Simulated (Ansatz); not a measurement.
Runs of Ansatz 0.2.0 on Re. Symmetry: P6_3/mmc, No. 194, hexagonal system. Conventional cell: a = 2.766 Å, b = 2.766 Å, c = 8.939 Å, α = 90.00°, β = 90.00°, γ = 120.00°. Re (site symmetry -6m2) has 12 Re at 2.75 to 2.77 Å as nearest neighbours. Re (site symmetry -3m) is surrounded by 12 Re at 2.75 to 2.77 Å. 

| task | level | potentials or basis | cell | k mesh | cutoff (eV) | points for each segment of the path | gap on the mesh (eV) | pressure (GPa) | relaxed volume (Å³/atom) |
| --- | --- | --- | --- | --- | --- | --- | --- | --- | --- |
| relaxation of cell and atoms | r2SCAN+D3(BJ) | Ansatz PAW | relaxed | 11 × 11 × 3 | 500 | - | none | 0.0 | 14.56 |
| relaxation of cell and atoms | PBE | Ansatz PAW | relaxed | 11 × 11 × 3 | 420 | - | none | 0.0 | 14.94 |
| relaxation of cell and atoms | PBEsol | Ansatz PAW | relaxed | 8 × 8 × 3 | 420 | - | none | 0.0 | 14.56 |
| single point | PBE | Ansatz PAW | as given | 15 × 15 × 4 | 420 | - | none | (a) | - |
| relaxation of cell and atoms | RPBE | Ansatz PAW | relaxed | 8 × 8 × 3 | 420 | - | none | 0.0 | 15.12 |
| band structure | PBE | Ansatz PAW | as given | 11 × 11 × 3 | 420 | 14 | none | 3.3 | - |
| band structure | RPBE | Ansatz PAW | as given | 11 × 11 × 3 | 420 | 14 | none | (b) | - |

Alike in all rows: no spin polarisation; smearing fermi-dirac 0.05 eV.

Task: Fill in the values left out.

Result: (a) 3.4; (b) 7.2.

Caveats: the plane-wave basis is chosen anew once the cell has moved, so the energies of steps on either side of that aren't comparable (some runs); the PAW data sets come from PBE, with cores solved anew for the run's functional, which leaves a small shift of forces and pressure (some runs); the potentials were made for another functional, which shifts forces and pressure (some runs); pairwise dispersion overbinds metals, which lowers pressure and volume (some runs).

A k mesh can miss the band edges, and the runs leave out spin-orbit coupling on Re.

A gap of «none» marks a metal or a gap under the smearing width.

Not every run made on this cell is shown here.
